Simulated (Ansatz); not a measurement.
**Cu under changes of volume**

One of the cells (11.458 Å³/atom); the others are scaled copies at fixed shape and fractional positions:

```
Cu
1.0
    -1.44279    1.44279    1.37608
     1.44279   -1.44279    1.37608
     1.44279    1.44279   -1.37608
Cu
1
Direct
  0.00000 0.00000 0.00000
```

This isn't the form of Cu at room conditions, which is fcc.

```yaml
Program: Ansatz 0.2.0
Functional: BLYP
Potentials_or_basis: all-electron LAPW, scalar-relativistic
Cutoff: 322 eV (chosen from the basis error)
Basis_error_allowed: 0.001 eV/atom
k_mesh: 10 × 10 × 10
Occupations: cold, width 0.1 eV
Spin: non-collinear spin, ferromagnetic start
Starting_moments: "[[0.6, 0.0, 0.0]] μB"
```

| volume (Å³/atom) | energy over the lowest point (meV/atom) | pressure (GPa) |
| --- | --- | --- |
| 10.771 | ? | ? |
| 11.000 | 104.52 | 24.4 |
| 11.229 | 72.87 | 20.0 |
| 11.458 | 47.19 | 16.0 |
| 11.687 | 26.84 | 12.5 |
| 11.916 | 11.27 | 9.3 |
| 12.146 | 0.00 | 6.4 |

Problem. What does the run at 10.771 Å³/atom give?

Solution. Energy over the lowest point 142.84 meV/atom; pressure 29.4 GPa.

Worked out: A Birch-Murnaghan fit of order 3 (a polynomial in V^(-2/3)) to the other rows has no minimum within the range. It gives 142.79 meV/atom at 10.771 Å³/atom, against the run's 142.84, and -dE/dV = 29.3 GPa, against 29.4.

Energies are extrapolated to zero smearing.

Caveats: the program listed the state as in doubt; the k mesh is thin for a metal, which can move the energy by tens of meV per atom; the starting moments weren't kept.
